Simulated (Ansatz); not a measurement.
## Work and stress of cleavage in Al3GaN4

Computed with DFT PBEsol, scalar-relativistic, plane waves, PAW in Ansatz. Cutoff 420 eV, Γ-centred 5×5×3 k-points, Gaussian smearing of 0.05 eV. No spin polarisation. Energies are free energies at this smearing, counted from the undisturbed cell; pressure is positive in compression.

The undisturbed cell (relaxed at this level; it needn't be the usual structure):

```
Al Ga N
1.0
     0.00000   -4.40699    0.00000
     0.00000    0.00000   -4.40699
     8.81399    0.00000    0.00000
Al Ga N
6 2 8
Direct
  0.50000 0.00000 0.06120
  0.50000 0.00000 0.56120
  0.00000 0.50000 0.06120
  0.00000 0.50000 0.56120
  0.50000 0.50000 0.31120
  0.50000 0.50000 0.81120
  0.00000 0.00000 0.31120
  0.00000 0.00000 0.81120
  0.25529 0.74471 0.18355
  0.25529 0.74471 0.68355
  0.74471 0.25529 0.18355
  0.74471 0.25529 0.68355
  0.25529 0.25529 0.93885
  0.25529 0.25529 0.43885
  0.74471 0.74471 0.93885
  0.74471 0.74471 0.43885
```

The cut lies on the cell's a–b face, a (1 0 0) plane (indices in the standard cell, whose axes needn't be the Cartesian ones shown) of area 19.42 Å², between layers 1.08 Å apart. Vector c is lengthened by d along the normal with the atoms' Cartesian places fixed: one unrelaxed cut a cell. The traction is positive where the two halves pull on each other.

| d (Å) | energy (J/m²) | traction (GPa) |
| --- | --- | --- |
| -0.30 | 1.06 | -71.1 |
| -0.15 | 0.26 | -35.1 |
| 0.00 | 0.00 | 0.0 |
| 0.25 | 0.63 | 47.1 |
| 0.50 | 2.19 | 74.6 |
| 0.75 | 4.17 | 80.1 |
| 1.00 | 6.07 | 70.1 |
| 1.50 | 8.80 | 39.5 |
| 2.00 | 10.24 | 19.3 |
| 3.00 | 11.16 | 3.8 |
| 4.50 | 11.40 | 0.6 |
| 6.00 | 11.45 | 0.2 |

Task: What are the work of separation and the cleavage stress, and do they fit the universal binding curve?

Result: The energy levels off near W ≈ 11.45 J/m² (the traction is down to 0.2 GPa), the energy of the two unrelaxed faces, 5.73 J/m² each on average. The largest sampled traction is 80.1 GPa at d = 0.75 Å, and a parabola through it and its two neighbours peaks at σ_max ≈ 80.3 GPa, d ≈ 0.71 Å. The curve E = W[1 − (1 + d/ℓ)exp(−d/ℓ)] peaks in traction at d = ℓ with σ_max = W/(eℓ); with 1 J/m² per Å = 10 GPa this W and σ_max give ℓ = 0.52 Å. A parabola through that curve at the same three d peaks at 0.44 Å, against 0.71 Å here, so the traction peaks further out than on that curve. The cut parts unlike faces (N and Al); in an ionic crystal that makes them polar, and the energy then depends on the thickness of the slab. The opened faces are metallic here, and spin polarisation, left out, could lower W. Real crystals break at far lower stress, because cracks concentrate it, and on the plane of lowest W, which needn't be this one.

The cut is rigid; relaxing the faces lowers these energies and usually the stresses.

The gap closes along the scan, which can put kinks into the curve.

Cost: 12 runs of about 5.7 core-minutes in all, on Intel Xeon Platinum 8259CL (Skylake/Cascade Lake) (shared hosts).